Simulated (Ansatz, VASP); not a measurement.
One calculation of BeS, two programs

```
CELL_PARAMETERS angstrom
0.00000 2.96580 2.96580
2.96580 0.00000 2.96580
2.96580 2.96580 0.00000
ATOMIC_POSITIONS crystal
Be 0.50000 0.50000 0.50000
Be 0.75000 0.75000 0.75000
S 0.00000 0.00000 0.00000
S 0.25000 0.25000 0.25000
```

Alike in both runs: functional PBE; k mesh 6 × 6 × 6; occupations gaussian, width 0.1 eV; no spin polarisation.

Ansatz relaxed the structure, and its values are those at the end. VASP's run is a single point on that final structure, the one shown.

```csv
,VASP,Ansatz
version,VASP 6.6.1,Ansatz 0.2.0
potentials or method,"VASP PAW PBE potentials, release 64 (Be, S)","scalar-relativistic, plane waves, PAW"
plane-wave cutoff (eV),520,420
valence electrons in the cell,16,16
```

|  | VASP | Ansatz | Ansatz less VASP |
| --- | --- | --- | --- |
| gap on the k mesh at the Fermi level (eV) | none | none | - |
| pressure (GPa) | -0.1 | 0.0 | +0.07 |

A gap of «none» marks a metal or a gap that the smearing closes.
